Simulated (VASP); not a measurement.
Here is a VASP 6.6.1 calculation.

The input INCAR:

```
  PREC = Accurate
  ENCUT = 600
  EDIFF = 1E-6
  ISMEAR = 0
  SIGMA = 0.01
  LREAL = F
  LASPH = T
  NELM = 100
  ALGO = Normal
  ISIF = 3
  LWAVE = F
  LCHARG = F
  GGA = PE
  IBRION = 2
  NSW = 80
  EDIFFG = -0.003
  PSTRESS = 1540.0
```

KPOINTS

```
Automatic mesh
0
Gamma
  8 8 8
```

The input POSCAR:

```
MgO2
1.0
   -1.9703383614      1.9703383614      2.3122041507
    1.9703383614     -1.9703383614      2.3122041507
    1.9703383614      1.9703383614     -2.3122041507
Mg O
2 4
Direct
    0.2500000000      0.2500000000      0.0000000000
    0.7500000000      0.7500000000      0.0000000000
    0.6243907994      0.1243907994      0.7487815989
    0.3756092006      0.8756092006      0.2512184011
    0.1243907994      0.3756092006      0.5000000000
    0.8756092006      0.6243907994      0.5000000000
```

Potentials or basis: VASP PAW PBE potentials, release 64 (Mg, O).

Launch:

```bash
$ cat potpaw_PBE.64/Mg/POTCAR potpaw_PBE.64/O/POTCAR > POTCAR
$ mpirun -np 1 vasp_std > vasp.out
```

(1) Predict the space group after relaxing (to 0.05 Å).

(2) Estimate the relaxed cell.

(3) Estimate the relaxed volume.

Answers

(1) I4/mcm (No. 140).

(2) a = 3.575 Å, b = 3.575 Å, c = 3.575 Å, α = 113.91°, β = 113.91°, γ = 100.92°.

(3) 5.77 Å³/atom.

Caveat: the cell is relaxed towards a set pressure, so the enthalpy falls and the energy may rise.
